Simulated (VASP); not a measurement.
## TaAs: band structure with PBEsol0

The system is TaAs, a sheet with vacuum.

```xyz
2
Lattice="3.3259 0.0000 0.0000 0.0000 3.3259 0.0000 0.0000 0.0000 25.7403" Properties=species:S:1:pos:R:3 pbc="T T T"
Ta    0.0000    0.0000    6.9957
As    1.6629    1.6629    8.0042
```

The cell was built by a generator and needn't be a form met in nature.

```json
{
 "Program": "VASP 6.6.1",
 "Task": "band structure",
 "Functional": "PBEsol0",
 "Potentials or basis": "VASP PAW PBE potentials, release 64 (Ta_pv, As)",
 "Cutoff": "520 eV",
 "k mesh": "5 × 5 × 1",
 "Occupations": "gaussian, width 0.1 eV",
 "Spin": "no spin polarisation",
 "Dipole correction": "yes",
 "Grid for exact exchange (PRECFOCK)": "Fast",
 "Exchange at q = 0": "truncated",
 "Further INCAR settings": "ALGO = Normal; EDIFF = 1e-06; NBANDS = 15"
}
```

```
Largest force           : 0.817 eV/Å
Band gap along the path : none (metal or under the smearing width)
```

Forces on the atoms (eV/Å):
```
Ta   0.000  0.000  0.817
As   0.000  0.000 -0.817
```

Levels at the corners of the path, in eV from the Fermi level:
```csv
point,band 5,band 6,band 7,band 8,band 9,band 10,band 11,band 12
Γ,-5.05,-2.68,-1.00,-1.00,-0.79,2.77,4.29,4.69
X,-6.90,-2.67,-2.49,-0.49,1.45,2.56,2.60,4.99
X,-6.90,-2.67,-2.49,-0.49,1.45,2.56,2.60,4.99
M,-4.99,-4.99,-2.15,1.39,2.08,2.08,5.04,5.42
M,-4.99,-4.99,-2.15,1.39,2.08,2.08,5.04,5.42
Γ,-5.05,-2.68,-1.00,-1.00,-0.79,2.77,4.29,4.69
Γ,-5.05,-2.68,-1.00,-1.00,-0.79,2.77,4.29,4.69
Z,-5.05,-2.68,-1.00,-1.00,-0.79,2.77,4.29,4.68
Z,-5.05,-2.68,-1.00,-1.00,-0.79,2.77,4.29,4.68
R,-6.90,-2.67,-2.49,-0.49,1.45,2.56,2.60,4.99
R,-6.90,-2.67,-2.49,-0.49,1.45,2.56,2.60,4.99
A,-4.99,-4.99,-2.15,1.39,2.08,2.08,5.04,5.42
A,-4.99,-4.99,-2.15,1.39,2.08,2.08,5.04,5.42
Z,-5.05,-2.68,-1.00,-1.00,-0.79,2.77,4.29,4.68
X,-6.90,-2.67,-2.49,-0.49,1.45,2.56,2.60,4.99
R,-6.90,-2.67,-2.49,-0.49,1.45,2.56,2.60,4.99
M,-4.99,-4.99,-2.15,1.39,2.08,2.08,5.04,5.42
A,-4.99,-4.99,-2.15,1.39,2.08,2.08,5.04,5.42
```

Wall time 23 min on 1 thread of Intel(R) Xeon(R) Platinum 8488C (Sapphire Rapids), on a shared host, peak memory 0.49 GiB.

Caveat: the k mesh is coarse (spacing up to 0.38 Å⁻¹), so the values aren't converged, least of all with exact exchange; the PAW data sets were made with another functional, which shifts forces and pressure a little; spin-orbit coupling is left out, which moves the levels of the heavy elements.
